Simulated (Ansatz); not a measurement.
CdS

Method: PBE, scalar-relativistic; no spin polarisation; PAW, 420 eV, Γ-centred 10×10×10 mesh, 0.05 eV Gaussian smearing; code Ansatz. The datasets are Ansatz's generated set soft_2.

```
CELL_PARAMETERS angstrom
0.00000 2.96335 2.96335
2.96335 0.00000 2.96335
2.96335 2.96335 0.00000
ATOMIC_POSITIONS crystal
Cd 0.00000 0.00000 0.00000
S 0.75000 0.75000 0.75000
```

The chain of runs began from a cell as deposited in COD, expanded in volume. Of that entry: the entry's cell lengths or inner coordinates differ somewhat from later room-temperature determinations.

Q: Which orbitals make up the states within about 0.6 eV of each band edge?

A: Valence edge: S 3p 93 %. Conduction edge: Cd 5s 62 %, S 3s 21 %, S 3p 17 %. Shares are among the projected shells; the gap is 1.04 eV.

Density of states (tetrahedra, averaged over 0.5 eV; states/eV per cell of 2 atoms; energy in eV from the Fermi level; projections on Löwdin-orthogonalised atomic orbitals, summed over sites):

| E | total | Cd 4d | S 3p | Cd 5s | S 3s |
| --- | --- | --- | --- | --- | --- |
| -7.60 | 10.1 | 9.8 | 0.1 | 0.0 | 0.1 |
| -7.10 | 2.0 | 1.8 | 0.0 | 0.0 | 0.2 |
| -6.60 | 0.0 | 0.0 | 0.0 | 0.0 | 0.0 |
| -6.10 | 0.0 | 0.0 | 0.0 | 0.0 | 0.0 |
| -5.60 | 0.0 | 0.0 | 0.0 | 0.0 | 0.0 |
| -5.10 | 0.0 | 0.0 | 0.0 | 0.0 | 0.0 |
| -4.60 | 0.3 | 0.0 | 0.2 | 0.1 | 0.0 |
| -4.10 | 2.3 | 0.1 | 1.4 | 0.7 | 0.0 |
| -3.60 | 0.6 | 0.0 | 0.4 | 0.1 | 0.0 |
| -3.10 | 0.3 | 0.0 | 0.2 | 0.1 | 0.0 |
| -2.60 | 1.7 | 0.1 | 1.4 | 0.1 | 0.0 |
| -2.10 | 2.3 | 0.1 | 2.1 | 0.0 | 0.0 |
| -1.60 | 2.4 | 0.1 | 2.1 | 0.0 | 0.0 |
| -1.10 | 1.7 | 0.1 | 1.5 | 0.0 | 0.0 |
| -0.60 | 0.3 | 0.0 | 0.3 | 0.0 | 0.0 |
| -0.10 | 0.0 | 0.0 | 0.0 | 0.0 | 0.0 |
| 0.40 | 0.0 | 0.0 | 0.0 | 0.0 | 0.0 |
| 0.90 | 0.0 | 0.0 | 0.0 | 0.0 | 0.0 |
| 1.40 | 0.1 | 0.0 | 0.0 | 0.0 | 0.0 |
| 1.90 | 0.1 | 0.0 | 0.0 | 0.1 | 0.0 |
| 2.40 | 0.4 | 0.0 | 0.1 | 0.2 | 0.0 |
| 2.90 | 0.7 | 0.0 | 0.2 | 0.4 | 0.1 |
| 3.40 | 1.3 | 0.0 | 0.3 | 0.5 | 0.0 |
| 3.90 | 1.4 | 0.0 | 0.3 | 0.5 | 0.0 |
| 4.40 | 0.9 | 0.0 | 0.2 | 0.3 | 0.0 |
| 4.90 | 1.1 | 0.0 | 0.1 | 0.1 | 0.0 |
| 5.40 | 1.4 | 0.0 | 0.1 | 0.1 | 0.0 |
| 5.90 | 0.6 | 0.0 | 0.0 | 0.0 | 0.0 |

Formal charges Cd²⁺, S²⁻ balance and leave closed shells on every ion, so a band insulator is expected, and the gap is 1.04 eV.

The lowest excitation takes an electron from S back to Cd, as in polar semiconductors.

Kohn–Sham gaps of semilocal functionals lie under measured ones, often by a third or more. The relaxed cell is 5 % larger in volume than the cell of this structure in the Crystallography Open Database (24.81 Å³/atom, 1961).
